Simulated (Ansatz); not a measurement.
# Sb (I4/mmm) in Ansatz: further runs

Runs on Sb. Level: PBEsol. Tasks: band structure.

Program: Ansatz 0.2.0. These are calculated values, not measurements. Logs are shortened: lines on timing, memory, paths and dates and some standing lists are left out, and cuts for length are marked.

## (1) The crystal as given

Symmetry: I4/mmm, No. 139, tetragonal system. The conventional cell has a = 3.153 Å, b = 3.153 Å, c = 5.424 Å, α = 90.00°, β = 90.00°, γ = 90.00°. Sb (site symmetry 4/mmm) has 12 Sb at 3.15 to 3.51 Å as nearest neighbours.

This isn't the form of Sb at room conditions, which is rhombohedral.

## (2) Band structure, PBEsol

input.yaml reads:

```yaml
crystal:
  lattice:
    - [-1.5765401831, 1.5765401831, 2.7119384313]
    - [1.5765401831, -1.5765401831, 2.7119384313]
    - [1.5765401831, 1.5765401831, -2.7119384313]
  atoms:
    - { symbol: Sb, position: [0.0, 0.0, 0.0] }
kpoints:
  mp_grid: { grid: [12, 12, 12] }
  band_path:
    path:
      - [0.0, 0.0, 0.0]
      - [0.0, 0.0, 0.5]
      - [-0.1689742169, 0.1689742169, 0.5]
      - [-0.3344871084, 0.3344871084, 0.3344871084]
      - [0.0, 0.0, 0.0]
      - [0.5, 0.5, -0.5]
      - [0.3344871084, 0.6655128916, -0.3344871084]
      - [0.0, 0.5, 0.0]
    npoints: 10
scf:
  occupations: { method: fermi_dirac, width: 0.05 }
hamiltonian:
  xc: pbesol
  pseudopotentials: { kind: all_electron, datasets: crystal }
output:
  forces: true
  stress: true
  eigenvalues: true
  elf: true
  volumetric_format: npy
```

Potentials or basis: all-electron PAW datasets made for the crystal.

Launch:

```console
$ ansatz run input.yaml --threads 1 --pin off --max-ram 3072MiB --backend cpu --events-out ev --progress --plain --runs-dir out
```

Log:

```text
Warning: RAYON_NUM_THREADS=1 ignored (pool sized by the plan → 1); use --threads N
hamiltonian.pseudopotentials.datasets: crystal makes datasets for this crystal and solves the spheres of its atoms anew in each pass: cutoff 160.0 eV, the density's 640.0 eV; for an error of 0.50 meV an atom under PBE, 0.5 meV for the cell; an energy difference from a run of another recipe may be off by several times the error for the cell, under r2SCAN by more, where some 0.1 meV an atom stays at smaller errors; Sb in spheres of 1.376 Å, 5 of its electrons in bands, 10 on its site; only band paths and densities of states list, in semicore columns, the levels of the semicore shells that are solved separately: 4d of Sb
Engine: ansatz 0.2.0, x86_64-unknown-linux-gnu
Pseudopotentials: kind: all_electron
Pseudopotential: Sb, paw, valence charge 15, recommended cutoff 160 eV (normal), crystal/all_electron/pbesol/scalar/gaussian/Sb, Koelling and Harmon's equation, gaussian nucleus
Functional definition: PBEsol
  exchange = pbesol_x
  correlation = pbesol_c
Crystal: 1 atoms, lattice volume = 26.962 Å³
Basis set: ecut = 160 eV, 129 PW (Γ), exchange–correlation on 30×30×30 points (8 copies of the dense FFT grid, shifted against one another)
Bands: 7, of which v1, the nominal top of the filled ones, is band 3 counted from 1 (2 counted from 0)
Symmetry: 16 space group operations
Space group: I4/mmm (ITA 139), of the structure as read, at distance tolerance 3.0e-5 Å
k-points: 163 of 1728
Non-local potential: Sb, projectors of the file, l = 0: 1, l = 1: 1
PAW form: soft (Blöchl's): semilocal exchange-correlation on the pseudo side does not see the compensation charge
PAW one-centre angular grid: Sb, 110 points (default); XC on its mesh's 1863 points in the sphere
Initial density: superposition of atomic densities (neutral atoms: chi_scale 0, normalization atom)
Initial wavefunctions: pseudopotential atomic-orbital guess
Functional: x = pbesol(κ = 0.804, μ = 0.12345679012345678), c = pbesol(β = 0.046)
iter 1 solved again at ethr=8.80e-4 eV; its pass at ethr=1.00e-1 eV (dr2=4.40e-2 eV) is discarded
SCF iter   1: F=—  HF=-176291.578011 eV  |F-HF|=—  |Δ(HF+E_count)|=         —  Δρ=1.01e-2  dr2=2.99e-2  ethr=8.80e-4  ⟨swp⟩=5.7  Hψ=9056  notcnv=0
preconditioner: auto → none  [metal: Δε(μ)=0.090 eV  Ē_g=12.492 eV  σ=0.050 eV  W_gap=0.41  n_scr=0 (ndim 8)  ℏωp=16.0 eV  f_vac=0.000  D(μ)=0.65/eV (n_scr^D=0)]
SCF iter   2: F=—  HF=-176291.566695 eV  |F-HF|=—  |Δ(HF+E_count)|=   1.13e-2  Δρ=4.41e-3  dr2=5.14e-3  ethr=5.98e-4  ⟨swp⟩=3.3  Hψ=2652  notcnv=0  defer=33
iter 3 solved again at ethr=2.71e-7 eV; its pass at ethr=1.03e-4 eV (dr2=1.36e-5 eV) is discarded
SCF iter   3: F=—  HF=-176291.564048 eV  |F-HF|=—  |Δ(HF+E_count)|=   2.65e-3  Δρ=2.92e-4  dr2=1.33e-5  ethr=2.71e-7  ⟨swp⟩=3.1  Hψ=5183  notcnv=0  defer=9
SCF iter   4: F=—  HF=-176291.563948 eV  |F-HF|=—  |Δ(HF+E_count)|=   1.00e-4  Δρ=1.33e-4  dr2=3.90e-6  ethr=2.65e-7  ⟨swp⟩=2.1  Hψ=1610  notcnv=0  defer=8
SCF iter   5: F=—  HF=-176291.563931 eV  |F-HF|=—  |Δ(HF+E_count)|=   1.69e-5  Δρ=1.07e-5  dr2=4.33e-8  ethr=7.81e-8  ⟨swp⟩=3.0  Hψ=1805  notcnv=0  defer=4
SCF iter   6: F=-176291.563931 eV  HF=-176291.563931 eV  |F-HF|=1.72e-9  |Δ(HF+E_count)|=   8.94e-8  Δρ=1.50e-6  dr2=7.40e-10  ethr=8.67e-10  ⟨swp⟩=2.4  Hψ=1655  notcnv=0  defer=4
SCF 1 converged in 6 iterations: F = -176291.563931 eV  dr2 = 7.40e-10
  Residual-converged pass: ⟨swp⟩=2.9  Hψ=1890  notcnv=0  max |occ|·‖R‖ = 3.7e-6 eV (tolerance 3.7e-6 eV)  dr2=7.91e-10  dr2_onsite=3.97e-9  max |Δocc| = 9.7e-10
NSCF: frozen V_eff on 71 k-points
SCF converged after 6 iterations
Free energy (F): -176291.563931 eV
Harris-Foulkes:  -176291.563931 eV  (|F-HF|=1.72e-9)
Internal energy: -176291.558411 eV  (E = F + TS)
E sigma→0 (E₀):  -176291.561171 eV
Entropy (-TS):   -0.005520 eV (-5.520 meV/atom)
Past the cutoff: the bands carry plane waves up to 1.75 times it, of which those up to 1.5 times it add -0.000062 eV an atom, each by itself; the spheres take 0.000099 eV an atom off the energy for waves past 1.75 times it
By the cutoff:   a pressure is off by up to 0.005 GPa (1.2 times the spheres' own share and the shells' term, over an atom's volume, and 0.004 GPa: a bound that held against runs at twice the plane waves)
Past the cutoffs: a stress includes 0.0038 GPa for waves and charges beyond them, in addition to the slope of what the spheres take
In the spheres:  the bands' charges fall short by 4.4e-7 e at most (sound up to 1e-3), those of shells solved beside the bands by 6.8e-7 e (sound up to 5e-4)
Fermi energy:    14.459469 eV
--- Per-component energies (eV) ---
  E_band       = 45.535207
  E_kinetic    = 53.362050
  E_local      = -1020.817206  (includes V_loc(G=0)·N_el)
  E_nonlocal   = 7.759073
  E_hartree    = 497.799353
  E_xc         = -84.428434
  E_vxc        = -87.707262  (∫ρ·V_xc dr)
  E_paw        = -178303.354547  (= ΣΔE_a)
  E_vpaw       = -4018.866333  (= ΣTr[D̂ρ^β])
  E_ewald      = -1558.084815
  E_smearing   = -0.005520  (= −TS)
  E_closure    = 4116.206116  (closes the sum)
  Σ components = -176291.563931   (vs F -176291.563931, Δ=0.00e0)
  The terms above E_closure are by the made datasets' own strengths, without shells solved beside the bands.
--- Forces (eV/Å), atoms counted from 1 ---
  atom   1  Sb    -0.00000000     0.00000000     0.00000000
  max |Σ_I F_I| component: 9.86e-32 eV/Å
--- Stress (GPa, compression-positive) ---
       -1.066683       0.000000       0.000000
        0.000000      -1.066683      -0.000000
       -0.000000      -0.000000      -1.642929
  P = ⅓ Tr σ = -1.2588 GPa (-12.588 kbar)
  It holds what live shells' own plane waves past their cutoff add
--- Band table (eV; the first three rows and the last of 163) ---
  k-point 0: bands = ["1.5004", "19.0948", "19.8804", "19.8804", "24.4113"]
  k-point 1: bands = ["1.7101", "18.7183", "18.8479", "19.0796", "23.3675"]
  k-point 2: bands = ["2.3373", "17.1279", "17.4757", "17.7842", "21.7469"]
  k-point 162: bands = ["5.1825", "8.7885", "16.5691", "16.5691", "20.4959"]
```

bands.tsv:

```text
# k_distance	band_0	band_1	band_2	band_3	band_4	band_5	band_6	semicore_0	semicore_1	semicore_2	semicore_3	semicore_4
# fermi_ev = 14.459469
# lock_threshold_ev = 1e-6
# [0, 0, 0] at k_distance = 0.000000
# [0, 0, 0.5] at k_distance = 1.409061
# [-0.1689742169, 0.1689742169, 0.5] at k_distance = 1.885251
# [-0.3344871084, 0.3344871084, 0.3344871084] at k_distance = 2.544891
# [0, 0, 0] at k_distance = 3.877964
# [0.5, 0.5, -0.5] at k_distance = 5.036395
# [0.3344871084, 0.6655128916, -0.3344871084] at k_distance = 5.696035
# [0, 0.5, 0] at k_distance = 6.366011
# levels_relative_to = fermi_ev
# free_energy_ev = -176291.563931
# largest_residual_norms_ev = 8.923e-6 3.400e-5 1.948e-5 1.485e-4 1.485e-4 1.247e-3 2.580e-3
0.000000	-12.959049	4.635369	5.420917	5.420917	9.951853	10.565085	11.117644	-29.281328	-29.239006	-29.202674	-29.202674	-29.145810
0.140906	-12.883532	4.496021	4.987745	5.103704	9.645809	10.496191	10.641069	-29.276567	-29.237206	-29.203978	-29.202061	-29.147516
0.281812	-12.657184	4.051702	4.103766	4.329881	8.556249	10.283038	11.295711	-29.262704	-29.232039	-29.207763	-29.200264	-29.152492
0.422718	-12.280728	3.009320	3.358619	3.535633	7.583192	10.300655	10.996622	-29.240982	-29.224219	-29.213659	-29.197417	-29.160260
0.563624	-11.755792	2.014256	2.315594	2.892124	6.739664	9.323422	10.632376	-29.221092	-29.215104	-29.213383	-29.193744	-29.169732
0.704531	-11.085627	1.125990	1.224902	2.257790	6.027575	7.537387	11.214929	-29.229336	-29.207706	-29.189563	-29.182488	-29.178068
[... 63 lines left out ...]
6.299014	-9.117491	-5.785674	1.572457	5.325211	6.444606	10.096586	11.030912	-29.258673	-29.223713	-29.192032	-29.158552	-29.131417
6.366011	-9.129686	-5.803975	1.772696	5.360503	6.220438	10.393553	10.693918	-29.258738	-29.224010	-29.192438	-29.158505	-29.130855
```

It took 12 s on 1 thread of AMD EPYC 7R43 (Zen 3), shared host; peak memory 0.4 GiB.

Results:

```yaml
Free_energy: -176291.5639 eV
Pressure: -1.3 GPa
Band_gap_along_the_path: none (metal or under the smearing width)
```

Stress tensor (GPa, compression positive):
```
-1.07  0.00  0.00
 0.00 -1.07  0.00
 0.00  0.00 -1.64
```

Levels at the corners of the path, in eV from the Fermi level:
```csv
point,band 1,band 2,band 3,band 4,band 5,band 6
Γ,-12.96,4.64,5.42,5.42,9.95,10.57
X,-6.66,-4.39,-1.01,0.59,3.47,4.42
Y,-7.29,-3.42,-2.25,-1.80,7.36,8.75
S,-8.42,-4.03,-3.92,3.69,7.45,14.85
Γ,-12.96,4.64,5.42,5.42,9.95,10.57
Z,-9.28,-5.67,2.11,2.11,6.04,6.16
S1,-8.42,-4.03,-3.92,3.69,7.45,14.85
N,-9.13,-5.80,1.77,5.36,6.22,10.39
```

Caveat: spin-orbit coupling is left out, which moves the levels of the heavy elements.

## (3) Band structure, PBEsol

input.yaml, as its differences from that of step 2:

```diff
@@ -24,3 +24,6 @@
   xc: pbesol
-  pseudopotentials: { kind: all_electron, datasets: crystal }
+  pseudopotentials:
+    kind: all_electron
+    lapw: { basis_error: 0.001 }
+    dirac_shells: { Sb: ["3p", "3d"] }
 output:
@@ -29,3 +32 @@
   eigenvalues: true
-  elf: true
-  volumetric_format: npy
```

Potentials or basis: all-electron LAPW, inner shells corrected to Dirac's equation.

Launch:

```console
$ ansatz run input.yaml --threads 1 --pin off --max-ram 3072MiB --backend cpu --events-out ev --progress --plain --runs-dir out
```

Wall time 14 s (1 thread of AMD EPYC 7R43 (Zen 3), shared host); peak memory 0.33 GiB.

Results (log left out):

```
Free energy             : -176345.6019 eV
Pressure                : -1.2 GPa
Band gap along the path : none (metal or under the smearing width)
```

Stress tensor (GPa, compression positive):
```
-1.06  0.00  0.00
 0.00 -1.06  0.00
 0.00  0.00 -1.63
```

Levels at the corners of the path, in eV from the Fermi level:
| point | band 8 | band 9 | band 10 | band 11 | band 12 | band 13 | band 14 | band 15 | band 16 |
| --- | --- | --- | --- | --- | --- | --- | --- | --- | --- |
| Γ | -29.20 | -29.15 | -12.96 | 4.64 | 5.42 | 5.42 | 9.95 | 10.56 | 11.12 |
| X | -29.16 | -29.08 | -6.66 | -4.39 | -1.01 | 0.59 | 3.47 | 4.42 | 15.63 |
| Y | -29.17 | -29.14 | -7.29 | -3.42 | -2.25 | -1.80 | 7.36 | 8.74 | 16.29 |
| S | -29.16 | -29.16 | -8.42 | -4.03 | -3.92 | 3.70 | 7.45 | 14.86 | 15.29 |
| Γ | -29.20 | -29.15 | -12.96 | 4.64 | 5.42 | 5.42 | 9.95 | 10.56 | 11.12 |
| Z | -29.15 | -29.13 | -9.28 | -5.67 | 2.11 | 2.11 | 6.04 | 6.16 | 21.17 |
| S1 | -29.16 | -29.16 | -8.42 | -4.03 | -3.92 | 3.70 | 7.45 | 14.86 | 15.29 |
| N | -29.16 | -29.13 | -9.13 | -5.80 | 1.77 | 5.36 | 6.22 | 10.39 | 10.69 |

Caveat: spin-orbit coupling is left out, which moves the levels of the heavy elements.
